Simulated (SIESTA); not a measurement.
Runs of SIESTA 5.4.2 on Sn. The structure is cubic, space group Fd-3m (No. 227). Conventional cell: a = 6.467 Å, b = 6.467 Å, c = 6.467 Å, α = 90.00°, β = 90.00°, γ = 90.00°. Sn (site symmetry -43m) is surrounded by 4 Sn at 2.80 Å. This isn't the form of Sn at room conditions, which is tetragonal (white tin).

| potentials or basis | gap on the mesh (eV) | pressure (GPa) |
| --- | --- | --- |
| PseudoDojo 0.4 standard (PBE files), SZP (energy shift 0.003 Ry) | none | 5.1 |
| PseudoDojo 0.4 standard (PBE files), SZ (energy shift 0.003 Ry) | none | (a) |
| PseudoDojo 0.4 standard (PBE files), DZ (energy shift 0.003 Ry; two zetas on semicore shells) | none | 3.8 |
| PseudoDojo 0.4 standard (PBE files), TZDP (energy shift 0.003 Ry; two zetas on semicore shells) | none | 4.3 |
| PseudoDojo 0.4 standard (PBE files), TZP (energy shift 0.003 Ry; two zetas on semicore shells) | none | 4.1 |
| PseudoDojo 0.4 standard (PBE files), DZP (energy shift 0.003 Ry; two zetas on semicore shells) | none | 4.1 |
| PseudoDojo 0.4 standard (PBE files), DZDP (energy shift 0.003 Ry; two zetas on semicore shells) | none | (b) |

Alike in all rows: task single point; level PBE; no spin polarisation; cell as given; k mesh 7 × 7 × 7; smearing fermi-dirac 0.05 eV; grid cutoff 500 Ry; energy shift 0.003 Ry.

**Question.** Estimate the missing entries.

**Answer.** (a) 6.3; (b) 4.4.

Caveats: the basis of atomic orbitals isn't converged, which shifts pressures, moduli and gaps; the basis has no polarisation orbitals (some runs).

A k mesh can miss the band edges, and the runs leave out spin-orbit coupling on Sn.

A gap of «none» marks a metal or a gap under the smearing width.
